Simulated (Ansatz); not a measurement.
Runs of Ansatz 0.2.0 on ZrH. Symmetry: I-4m2, No. 119, tetragonal system. Conventional cell: a = 3.288 Å, b = 3.288 Å, c = 5.009 Å, α = 90.00°, β = 90.00°, γ = 90.00°. Around Zr (site symmetry -4m2) lie 4 H at 2.07 Å. H (site symmetry -4m2) has 4 Zr at 2.07 Å as nearest neighbours. The cell comes from a database or a generator and needn't be the stable form of this composition.

| level | U | hubbard projectors | double counting | gap on the mesh (eV) | pressure (GPa) |
| --- | --- | --- | --- | --- | --- |
| LDA+U | Zr d U = 2 eV | ortho-atomic (the default) | fll (the default) | none | -4.9 |
| LDA | - | - | - | none | -6.6 |
| LDA+U | Zr d U = 5 eV | ortho-atomic (the default) | fll (the default) | none | -2.0 |
| LDA+U | Zr d U = 4 eV | ortho-atomic (the default) | fll (the default) | none | -3.1 |
| LDA+U | Zr d U = 6 eV | ortho-atomic (the default) | fll (the default) | none | -0.6 |
| LDA+U | Zr d U = 8 eV | ortho-atomic (the default) | fll (the default) | none | (b) |
| LDA+U | Zr d U = 3 eV | ortho-atomic (the default) | fll (the default) | none | (a) |
| LDA+U | Zr d U = 1 eV | ortho-atomic (the default) | fll (the default) | none | -5.8 |

Alike in all rows: task band structure; potentials or basis Ansatz PAW; no spin polarisation; cell as given; k mesh 11 × 11 × 11; cutoff (eV) 420; smearing fermi-dirac 0.05 eV.

Problem. Estimate the missing entries.

Solution. (a) -4.0; (b) 5.4.

Caveats: the PAW data sets come from PBE, with cores solved anew for the run's functional, which leaves a small shift of forces and pressure; U without spin polarisation on a metal has little footing (some runs); the U is typed as a test and isn't derived for this compound (some runs).

A k mesh can miss the band edges, and the runs leave out spin-orbit coupling on Zr.

A gap of «none» marks a metal or a gap under the smearing width.

Not every run made on this cell is shown here.
